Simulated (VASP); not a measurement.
Output of a VASP run:

### OSZICAR
```
       N       E                     dE             d eps       ncg     rms          rms(c)
DAV:   1     0.894193989808E+02    0.89419E+02   -0.57374E+03   480   0.101E+03
DAV:   2     0.200772638046E+01   -0.87412E+02   -0.79558E+02   728   0.159E+02
DAV:   3    -0.576221253918E+01   -0.77699E+01   -0.77433E+01   596   0.544E+01
DAV:   4    -0.588153350356E+01   -0.11932E+00   -0.11930E+00   552   0.840E+00
DAV:   5    -0.588322747867E+01   -0.16940E-02   -0.16937E-02   608   0.104E+00    0.134E+00
DAV:   6    -0.575484834633E+01    0.12838E+00   -0.16980E-01   520   0.188E+00    0.952E-01
DAV:   7    -0.572589377601E+01    0.28955E-01   -0.13108E-01   548   0.170E+00    0.514E-01
DAV:   8    -0.572849968035E+01   -0.26059E-02   -0.98626E-03   544   0.630E-01    0.631E-02
DAV:   9    -0.572882740125E+01   -0.32772E-03   -0.12017E-03   572   0.199E-01    0.637E-02
DAV:  10    -0.572888223246E+01   -0.54831E-04   -0.99775E-05   552   0.700E-02    0.115E-02
DAV:  11    -0.572888058211E+01    0.16503E-05   -0.33480E-05   592   0.277E-02    0.390E-03
DAV:  12    -0.572888137770E+01   -0.79559E-06   -0.43076E-06   568   0.131E-02    0.194E-03
DAV:  13    -0.572888142102E+01   -0.43321E-07   -0.12811E-07   460   0.267E-03
   1 F= -.57288814E+01 E0= -.57288814E+01  d E =-.520389E-13
```

**OUTCAR**
```
------------------------ aborting loop because EDIFF is reached ----------------------------------------
  FORCE on cell =-STRESS in cart. coord.  units (eV):
  Direction    XX          YY          ZZ          XY          YZ          ZX
  --------------------------------------------------------------------------------------
  Total       -0.7223893     -0.7223893     -0.7223893      0.0000000      0.0000000      0.0000000
  in kB      -11.1684049    -11.1684049    -11.1684049      0.0000000      0.0000000      0.0000000
  external PRESSURE =     -11.1684049 kB  Pullay stress =       0.0000000 kB
  volume of cell :      103.63
      direct lattice vectors                 reciprocal lattice vectors
     4.697104687  0.000000000  0.000000000     0.212897107  0.000000000  0.000000000
     0.000000000  4.697104687  0.000000000     0.000000000  0.212897107  0.000000000
     0.000000000  0.000000000  4.697104687     0.000000000  0.000000000  0.212897107
 POSITION                                       TOTAL-FORCE (eV/Angst)
 -----------------------------------------------------------------------------------
      0.00000      0.00000      0.00000         0.000000      0.000000      0.000000
      2.34855      2.34855      2.34855         0.000000      0.000000      0.000000
 -----------------------------------------------------------------------------------
    total drift:                               -0.000000      0.000000      0.000000
  FREE ENERGIE OF THE ION-ELECTRON SYSTEM (eV)
  ---------------------------------------------------
  free  energy   TOTEN  =        -5.7288814210 eV

  energy  without entropy=       -5.7288814210  energy(sigma->0) =       -5.72888142
```
(Selected blocks of OUTCAR.)

File POSCAR:
```
CsI
1
    4.6971046868     0.0000000000     0.0000000000
    0.0000000000     4.6971046868     0.0000000000
    0.0000000000     0.0000000000     4.6971046868
Cs I
1 1
Direct
  0.0000000000   0.0000000000   0.0000000000
  0.5000000000   0.5000000000   0.5000000000
```

Reconstruct the remaining input files.

Several could match; the one computed here: the input of the run itself, PBEsol GGA, plane waves, VASP's PBE PAW potentials (set 64).

### INCAR
```
ALGO  =  Normal   ! blocked Davidson
GGA  =  PS   ! PBEsol
SIGMA  =  0.05   ! width (eV)
LMAXMIX  =  4   ! l cut-off of mixed one-centre charges
ISIF  =  2
PREC  =  Accurate
EDIFF  =  1E-7   ! SCF stop (eV)
LASPH  =  .True.   ! aspherical one-centre terms
LWAVE  =  .False.
LCHARG  =  .False.
SYSTEM  =  CsI
LREAL  =  .False.   ! projection in real space or not
ISMEAR  =  0
NELM  =  100   ! most electronic steps
ENCUT  =  480   ! plane-wave cut-off (eV)
```

### KPOINTS
```
Automatic mesh
0
Gamma
 6 6 6
0 0 0
```

POTCAR, in this order: Cs_sv I (PBE.64 set). Program: vasp_std.

The compound is CsI in the CsCl type structure. This cell was strained or had an atom moved on purpose.
